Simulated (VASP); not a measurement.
FeO:

```
Fe O
1.0
    -1.60210    1.60210    2.08339
     1.60210   -1.60210    2.08339
     1.60210    1.60210   -2.08339
Fe O
1 1
Direct
  0.00000 0.00000 0.00000
  0.50000 0.50000 0.00000
```

The cell comes from a database or a generator and needn't be the stable form of this composition.

| Quantity | Value |
| --- | --- |
| Program | VASP 6.6.1 |
| Task | single point |
| Functional | PBE |
| Potentials or basis | VASP PAW PBE potentials, release 64 (Fe, O) |
| Cutoff | 520 eV |
| k mesh | 12 × 12 × 12 |
| Occupations | fermi-dirac, width 0.05 eV |
| Spin | collinear spin, ferromagnetic start |
| Starting moments | [3.0, 0.0] μB |

On this cell: pressure -8.7 GPa; largest force under 0.003 eV/Å; net moment 4.00 μB per cell; site moments Fe +3.62; O +0.29 μB; band gap on the k mesh none (metal or under the smearing width).

The same run follows on a disturbed copy (atoms moved at random, drawn with an rms of 0.05 Å):

```xyz
2
Lattice="-1.6021 1.6021 2.0834 1.6021 -1.6021 2.0834 1.6021 1.6021 -2.0834" Properties=species:S:1:pos:R:3 pbc="T T T"
Fe   -0.0004   -0.0122    0.0163
O     0.0234    0.0239    2.0687
```

Q: What does the disturbed cell give?

A: The energy (extrapolated to zero smearing) moves by +1.5 meV/atom; pressure -8.5 GPa; largest force 0.175 eV/Å; net moment 4.00 μB per cell; site moments Fe +3.62; O +0.30 μB; band gap on the k mesh none (metal or under the smearing width).

Forces in eV/Å, atoms in the order of the input:
```
Fe   0.008  0.012 -0.174
O   -0.008 -0.012  0.174
```

Stress tensor (GPa, compression positive):
```
-10.23   0.12   0.04
  0.12 -10.25   0.07
  0.04   0.07  -4.99
```

Caveats: a cell with one magnetic atom can't hold antiferromagnetic order, which such compounds often take; semilocal functionals often make such compounds metallic where correlation or magnetic order opens a gap, which also shifts bond lengths.
